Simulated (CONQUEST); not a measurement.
## HgSe under changes of volume

One of the cells (28.067 Å³/atom); the others are scaled copies at fixed shape and fractional positions:

```
Hg Se
1.0
     4.29780    0.00000    0.00000
     0.00000    4.29780    0.00000
     0.00000    0.00000    6.07800
Hg Se
2 2
Direct
  0.00000 0.00000 0.00000
  0.50000 0.50000 0.50000
  0.00000 0.50000 0.25000
  0.50000 0.00000 0.75000
```

* Program: CONQUEST 1.3
* Functional: PBE
* Potentials or basis: PseudoDojo NC PBE, DZ, grid of 48 × 48 × 60 points
* k mesh: 6 × 6 × 5
* Occupations: fermi-dirac, width 0.05 eV
* Spin: no spin polarisation

```csv
volume (Å³/atom),energy over the lowest point (meV/atom),pressure (GPa)
26.383,168.73,12.9
26.944,126.95,11.0
27.505,91.45,9.3
28.067,61.41,7.8
28.628,36.65,6.4
29.189,?,?
29.751,0.00,4.1
```

Problem. What does the run at 29.189 Å³/atom give?

Solution. Energy over the lowest point 16.28 meV/atom; pressure 5.2 GPa.

Worked out: A Birch-Murnaghan fit of order 3 (a polynomial in V^(-2/3)) to the other rows has no minimum within the range. It gives 16.29 meV/atom at 29.189 Å³/atom, against the run's 16.28, and -dE/dV = 5.2 GPa, against 5.2.

Energies are extrapolated to zero smearing.

Caveats: the atomic basis is small; the basis of atomic orbitals isn't converged, which shifts pressures, moduli and gaps.
